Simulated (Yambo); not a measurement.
# C in Yambo: convergence with bands in self energy

Crystal: C.

```xyz
2
Lattice="0.0000 1.7834 1.7834 1.7834 0.0000 1.7834 1.7834 1.7834 0.0000" Properties=species:S:1:pos:R:3 pbc="T T T"
C     2.6751    2.6751    2.6751
C     1.7834    1.7834    1.7834
```

This isn't the form of C at room conditions, which is graphite.

- Program: Yambo 5.3.0
- Task: G0W0 quasiparticle levels
- Functional: PBE
- Potentials or basis: PseudoDojo 0.4.1 SR PBE standard
- Cutoff: 1116 eV
- Density cutoff: 4463 eV
- k mesh: 6 × 6 × 6
- Occupations: fixed
- Spin: no spin polarisation
- k mesh of the self-consistent run: 12 × 12 × 12
- Random integration of the Coulomb term: yes
- Direction of the field or of q to 0: x + y + z
- Broadening: 0.1 eV
- States corrected: Γ and the k points of the band edges
- Frequency dependence of W: plasmon pole
- Terminator of the band sum in the self-energy: none
- Quasiparticle equation: linearised (Newton)
- Imaginary frequency of the plasmon-pole fit: 27.2114 eV
- Bands in the response: 104
- Bands in the self-energy: 9
- Cutoff of the response matrix: 12 Ry
- Cutoff of exchange and Vxc: 82 Ry
- Bands corrected (first, last): [2, 6]

These are the settings of the first run; the series varies bands in self energy, with any setting tied to it.

The values tried are 9, 14, 24, 44, 104, loosest first. From which on does the quasiparticle gap at the points computed stay within 0.05 eV of the tightest run that finished?

From 44 on.

```tsv
bands in self energy	quasiparticle gap at the points computed (eV)
9	5.391
14	5.421
24	5.439
44	5.468
104	5.492
```

The tightest run that finished is the yardstick and may itself not be fully converged.

Caveat, for the tightest run too: the k mesh is coarse (spacing up to 0.51 Å⁻¹), so the values aren't converged; this version prints the column dSc/dw multiplied by 27.2.
